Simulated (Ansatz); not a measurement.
Born–Oppenheimer molecular dynamics of a periodic cell of 30 atoms, BaTiO₃ (surface BaTiO3(100)). It starts from a relaxed structure.

Computed with DFT PBEsol, scalar-relativistic, plane waves, PAW (Ansatz). Settings: PAW set soft_1, cutoff 420 eV, k mesh 2x1x1, fermi-dirac smearing 0.02 eV, no spin polarisation.

```yaml
ensemble: NVT, Nosé–Hoover chain
time_step: 1.5 fs
steps_asked: 210
set_temperature: 700 K
thermostat: time constant 100 fs, chain length 3
atoms_held: 1, 4, 7, 8, 10
seed: 890611
```

First frame:

```xyz
30
Lattice="5.6540 0.0000 0.0000 0.0000 6.9539 0.0000 0.0000 0.0000 21.9632" Properties=species:S:1:pos:R:3
Ba 0.000 0.000 1.000
Ti 2.827 0.974 2.607
O 4.288 0.020 3.305
O 2.827 0.095 1.027
O 1.366 0.020 3.305
Ba 0.000 2.296 4.402
Ti 0.000 3.388 1.000
O 1.390 2.413 1.802
O 2.827 2.310 4.264
O 4.264 2.413 1.802
Ba 2.827 4.578 2.767
Ti 0.000 5.838 4.461
O 1.385 4.677 4.863
O 5.654 4.746 2.052
O 4.269 4.677 4.863
Ba 2.827 0.014 5.993
Ti 5.654 1.130 7.873
O 1.482 0.114 8.333
O 0.000 -0.049 5.872
O 4.172 0.114 8.333
Ba 2.827 2.422 9.494
Ti 2.827 3.314 5.970
O 4.229 2.385 6.683
O 0.000 2.279 9.165
O 1.425 2.385 6.683
Ba 5.654 4.582 7.797
Ti 2.827 5.646 9.030
O 4.099 4.747 9.864
O 2.827 4.675 7.389
O 1.555 4.747 9.864
```

(1) What does the run give?

(2) What happens to the structure?

(3) How do temperature and energy run in time?

Results:

(1) The run went to its last step.

```
steps done                                               : 210
time covered                                             : 315 fs
mean temperature over the second half                    : 557 K
spread of the potential energy over the second half      : 9.2 meV per atom
mean potential energy of the second half above the start : 61.3 meV per atom
```

The conserved energy stayed within 0.25 meV per atom of its start (net change 0.18 meV per atom), so the integration is sound. The mean temperature of the second half is 20 % below the set value. A run of 0.32 ps of so small a system gives no equilibrium averages. Limits of this set-up: coarse k mesh, thin slab, slab without dipole correction, PAW files made for another functional.

(2) Mean squared displacements from the first frame to the last: Ba 0.02 Å², Ti 0.01 Å², O 0.04 Å². The details hang on the random start.

(3) 
| time (fs) | T (K) | potential energy less start (eV) | conserved less start (meV/atom) |
| --- | --- | --- | --- |
| 0 | 700 | 0.000 | 0.00 |
| 15 | 366 | 1.087 | 0.12 |
| 30 | 205 | 1.627 | 0.16 |
| 45 | 392 | 1.074 | 0.08 |
| 60 | 422 | 1.074 | 0.09 |
| 75 | 338 | 1.451 | 0.15 |
| 90 | 372 | 1.449 | 0.13 |
| 105 | 468 | 1.244 | 0.09 |
| 120 | 441 | 1.423 | 0.12 |
| 135 | 350 | 1.798 | 0.19 |
| 150 | 559 | 1.204 | 0.12 |
| 165 | 547 | 1.346 | 0.15 |
| 180 | 414 | 1.864 | 0.18 |
| 195 | 430 | 1.898 | 0.18 |
| 210 | 560 | 1.595 | 0.17 |
| 225 | 509 | 1.887 | 0.19 |
| 240 | 418 | 2.291 | 0.24 |
| 255 | 614 | 1.784 | 0.17 |
| 270 | 709 | 1.628 | 0.19 |
| 285 | 600 | 2.115 | 0.21 |
| 300 | 587 | 2.265 | 0.23 |
| 315 | 786 | 1.747 | 0.18 |

Time of the run: 15 min on 2 threads of AMD EPYC 9R45 96-Core Processor (Zen 5), with other jobs on the host, peak memory 1.9 GiB.
